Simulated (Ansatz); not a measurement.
Crystal: LiF (Griceite).

```
F Li
1.0
     0.00000    2.01400    2.01400
     2.01400    0.00000    2.01400
     2.01400    2.01400    0.00000
F Li
1 1
Direct
  0.50000 0.50000 0.50000
  0.00000 0.00000 0.00000
```

| Quantity | Value |
| --- | --- |
| Program | Ansatz 0.2.0 |
| Task | single point |
| Functional | PBE |
| Potentials or basis | all-electron LAPW, scalar-relativistic |
| Cutoff | 288 eV (chosen from the basis error) |
| Basis error allowed | 0.001 eV/atom |
| k mesh | 11 × 11 × 11 |
| Occupations | fermi-dirac, width 0.05 eV |
| Spin | no spin polarisation |

On this cell: pressure 2.0 GPa; largest force zero by symmetry; band gap on the k mesh 9.07 eV, direct.

The same run follows on a disturbed copy (atoms moved at random, drawn with an rms of 0.05 Å):

```
CELL_PARAMETERS angstrom
0.00000 2.01400 2.01400
2.01400 0.00000 2.01400
2.01400 2.01400 0.00000
ATOMIC_POSITIONS crystal
F 0.51469 0.47986 0.52021
Li 0.01018 0.99935 0.01060
```

Task: What changes?

Result: The energy moves by +0.8 meV/atom; pressure 2.1 GPa; largest force 0.073 eV/Å; band gap on the k mesh 9.06 eV, direct.

Forces on the atoms (eV/Å):
```
F    0.031 -0.045  0.048
Li  -0.031  0.045 -0.048
```

Caveats: an odd mesh through Γ misses points on the zone boundary, where band edges often lie.
